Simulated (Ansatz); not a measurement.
# Bands of Cr

```yaml
crystal:
  lattice:
    - [2.34067, 0.00000, 0.00000]
    - [0.00000, 2.34067, 0.00000]
    - [0.00000, 0.00000, 2.34067]
  atoms:
    - { symbol: Cr, position: [0.00000, 0.00000, 0.00000] }
```

The structure comes from a relaxation in the same program, started in the sc type, and has space group Pm-3m. Whether it is a known phase or the ground state wasn't checked.

Computed with Ansatz 0.2.0, DFT, PBE, all-electron LAPW, scalar-relativistic.

Numerical set-up: a Γ-centred 16×16×16 k mesh, Fermi–Dirac smearing of 0.05 eV, basis error target 0.25 meV/atom, spin-polarised from start moments Cr 3 μB (the moments died away, and the run ended non-magnetic).

Points in fractions of the reciprocal vectors of this cell: Γ (0, 0, 0), X (0, 0.5, 0), M (0.5, 0.5, 0), R (0.5, 0.5, 0.5). The path joins them by straight lines in the order Γ–X–M–Γ–R–X–R–M; legs that retrace an earlier one aren't tabulated. Energies are in eV from the Fermi level.

**Question.** Metal or insulator at this level of theory?

**Answer.** No gap opens: metallic or semimetallic.

**Question.** Tabulate bands 7 to 13, counted from the lowest band of the run, along the path.

**Answer.** 
```tsv
k (1/Å)	point	band 7	band 8	band 9	band 10	band 11	band 12	band 13
0.00	Γ	-42.48	-7.36	-3.16	-3.16	2.48	2.48	2.48
0.34		-42.47	-6.87	-3.06	-2.81	2.16	2.16	2.51
0.67		-42.43	-5.59	-2.80	-1.91	1.43	1.43	2.57
1.01		-42.40	-3.99	-2.52	-0.99	0.78	0.78	2.63
1.34	X	-42.39	-3.10	-2.40	-0.70	0.53	0.53	2.66
1.68		-42.37	-2.71	-1.98	-1.85	0.59	1.76	2.38
2.01		-42.34	-3.22	-2.22	-0.26	0.73	1.76	3.51
2.35		-42.31	-4.18	-1.83	0.89	1.18	2.17	5.24
2.68	M	-42.30	-4.53	-1.67	0.95	0.95	3.75	6.15
3.16		-42.33	-3.94	-1.99	1.07	1.16	1.58	3.24
3.63		-42.39	-4.27	-2.24	-0.90	0.83	1.50	1.69
4.11		-42.45	-6.40	-2.84	-2.57	1.82	2.13	2.25
4.58	Γ	-42.48	-7.36	-3.16	-3.16	2.48	2.48	2.48
5.16		-42.60	-5.95	-2.47	-2.47	1.83	1.87	1.87
5.74		-42.87	-3.46	-0.87	-0.87	0.45	0.45	2.32
6.33		-43.12	-3.04	-2.11	-2.11	2.37	2.37	7.85
6.91	R	-43.22	-2.91	-2.91	-2.91	3.86	3.86	11.14
7.38		-43.10	-3.10	-2.47	-2.16	2.42	3.20	10.27
7.86		-42.81	-3.09	-1.34	-0.76	0.01	1.43	6.46
8.33		-42.51	-2.18	-2.13	-1.76	-0.06	2.07	2.92
8.81	X	-42.39	-3.10	-2.40	-0.70	0.53	0.53	2.66
10.70	R	-43.22	-2.91	-2.91	-2.91	3.86	3.86	11.14
11.04		-43.09	-3.19	-2.52	-2.52	2.81	3.84	11.51
11.37		-42.77	-3.79	-1.43	-1.43	0.72	3.80	9.74
11.71		-42.44	-4.32	-1.02	0.05	0.05	3.76	7.35
12.05	M	-42.30	-4.53	-1.67	0.95	0.95	3.75	6.15
```
